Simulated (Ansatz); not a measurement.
Relaxed sheet of SnS₂, cell area A = 11.631 Å²:

```yaml
crystal:
  lattice:
    - [3.66470, 0.00000, 0.00000]
    - [-1.83235, 3.17372, 0.00000]
    - [0.00000, 0.00000, 31.91258]
  periodic: [true, true, false]
  atoms:
    - { symbol: S, position: [0.33333, 0.66667, 0.45349] }
    - { symbol: Sn, position: [0.00000, 0.00000, 0.50000] }
    - { symbol: S, position: [0.66667, 0.33333, 0.54651] }
```

These are results of DFT PBE+D3(BJ), scalar-relativistic, plane waves, PAW in Ansatz 0.2.0, not measurements. Settings: cutoff 420 eV, Γ-centred mesh 12×12×1 on the computed 3-atom cell, Gaussian smearing of 0.02 eV; no spin polarisation. The sheet is isolated along c (Coulomb cut-off).

Under biaxial strain, atoms relaxed, stress positive in compression; ΔE is the free energy at this smearing, of which the stress is the derivative:

```
strain (%)  σxx (N/m)  σyy (N/m)  ΔE (meV/cell) thickness (Å)
        -2      2.001      2.001          27.38          3.017
        +2     -1.656     -1.656          25.33          2.917
```

(1) Which in-plane elastic constants follow from the stresses?

(2) Do the energies agree?

(3) The unstrained thickness between the outer atoms is 2.968 Å. How does it respond?

(4) The gap on the k mesh is 1.520 eV at −2 %, 1.575 eV unstrained and 1.613 eV at +2 %. What is its slope?

Answers

(1) With εxx = εyy = ε the tension along x is (C11 + C12)ε. The central difference gives C11 + C12 = (2.001 − (-1.656))/0.04 = 91.4 N/m and C22 + C12 = 91.4 N/m. The layer modulus for a change of area, (C11 + C22 + 2C12)/4, is 45.7 N/m.

(2) The second difference [ΔE(−ε) + ΔE(+ε)]/(A·ε²) = (27.38 + 25.33) meV/(11.631 Å² × 0.0004) × 16.02 N/m per eV/Å² = 181.5 N/m should equal C11 + C22 + 2C12 = 182.8 N/m; they differ by 0.7 %, so the two routes agree. The stress in compression and in tension differ in size because of the third-order constants.

(3) d ln t/dε = (2.917 − 3.017)/(2.968 × 0.04) = -0.84: the sheet thins as it is stretched, as its bonds turn towards the plane.

(4) On the stretched side 19 meV a percent, on the compressed side 27 meV a percent.

The SnS₂ sheet is fairly compliant in its plane, with a layer modulus of 45.7 N/m. Its octahedrally coordinated Sn can take up much of an equal biaxial strain by opening the S–Sn–S angles, so the Sn–S bonds stretch proportionally less than the lattice. The same hinge-like motion draws the two sulfur planes together. The larger stress in compression is the usual anharmonic signature of steepening short-range repulsion.

The gap widens from compression to tension, but less steeply on the stretched side. This suggests two competing effects: weaker in-plane S 3p overlap lowers the valence-band top, while longer Sn–S bonds lower the conduction-band edge, which is Sn 5s–S 3p antibonding. The unstrained gap of 1.575 eV is well below the known quasiparticle gap, as expected from a semilocal functional that lacks the derivative discontinuity; its strain trend is probably more reliable than its size. Equal biaxial strain fixes only the sum of C11 and C12, so neither Young's modulus nor the in-plane Poisson ratio follows.
